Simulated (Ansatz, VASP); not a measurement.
# One calculation of PbS, two programs

The input INCAR:

```
SYSTEM = PbS
  ALGO = Normal
  EDIFF = 1E-6
  ENCUT = 520
  GGA = PE
  ISIF = 2
  ISMEAR = 0
  LASPH = .TRUE.
  LCHARG = .FALSE.
  LREAL = .FALSE.
  LWAVE = .FALSE.
  NBANDS = 17
  NELM = 60
  PREC = Accurate
  SIGMA = 0.1
```

The input KPOINTS:

```
k-points
0
G
  4 4 4
  0 0 0
```

POSCAR

```
PbS
1.0
    3.6536590000      0.0000000000      0.0000000000
    0.0000000000      3.6536590000      0.0000000000
    0.0000000000      0.0000000000      3.6536590000
Pb S
1 1
Direct
    0.0000000000      0.0000000000      0.0000000000
    0.5000000000      0.5000000000      0.5000000000
```

Input for Ansatz:

```yaml
crystal:
  lattice:
    - [3.653659, 0.0, 0.0]
    - [0.0, 3.653659, 0.0]
    - [0.0, 0.0, 3.653659]
  atoms:
    - { symbol: Pb, position: [0.0, 0.0, 0.0] }
    - { symbol: S, position: [0.5, 0.5, 0.5] }
basis:
  ecutwfc: 420
kpoints:
  mp_grid: { grid: [4, 4, 4] }
hamiltonian:
  xc: pbe
scf:
  occupations: { method: gaussian, width: 0.1 }
output:
  forces: true
  stress: true
  eigenvalues: true
```

Measurements of this composition are mostly on another form, of space group No. 225.

Alike in both runs: task single point; functional PBE; k mesh 4 × 4 × 4; occupations gaussian, width 0.1 eV; no spin polarisation.

|  | VASP | Ansatz |
| --- | --- | --- |
| version | VASP 6.6.1 | Ansatz 0.2.0 |
| potentials or method | VASP PAW PBE potentials, release 64 (Pb_d, S) | scalar-relativistic, plane waves, PAW |
| plane-wave cutoff (eV) | 520 | 420 |
| valence electrons in the cell | 20 | 20 |

VASP gave:

```
gap on the k mesh at the Fermi level (eV) : none
pressure (GPa)                            : -0.6
```

Question: What did Ansatz give for the same quantities?

Answer: gap on the k mesh at the Fermi level (eV): none; pressure (GPa): -0.5.

A gap of «none» marks a metal or a gap that the smearing closes. The functional is the same, so the differences come from potentials, cutoffs and numerics.

Caveats: the k mesh is coarse (spacing up to 0.43 Å⁻¹), so the values aren't converged. Spin-orbit coupling is left out, which matters for the levels of Pb.
